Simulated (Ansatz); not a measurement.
Au:

```
CELL_PARAMETERS angstrom
0.00000 2.03500 2.03500
2.03500 0.00000 2.03500
2.03500 2.03500 0.00000
ATOMIC_POSITIONS crystal
Au 0.00000 0.00000 0.00000
```

Base run:

- Program: Ansatz 0.2.0
- Functional: PBE
- Potentials or basis: all-electron LAPW, scalar-relativistic
- Cutoff: 249 eV (chosen from the basis error)
- Basis error allowed: 0.001 eV/atom
- k mesh: 11 × 11 × 11
- Occupations: gaussian, width 0.028 eV
- Spin: no spin polarisation

Its results: pressure 10.8 GPa.

Problem. The run is repeated on the same cell with these changes: functional from PBE to RPBE; occupations from gaussian, width 0.028 eV to fermi-dirac, width 0.05 eV. What comes out?

Solution. Pressure 14.9 GPa.
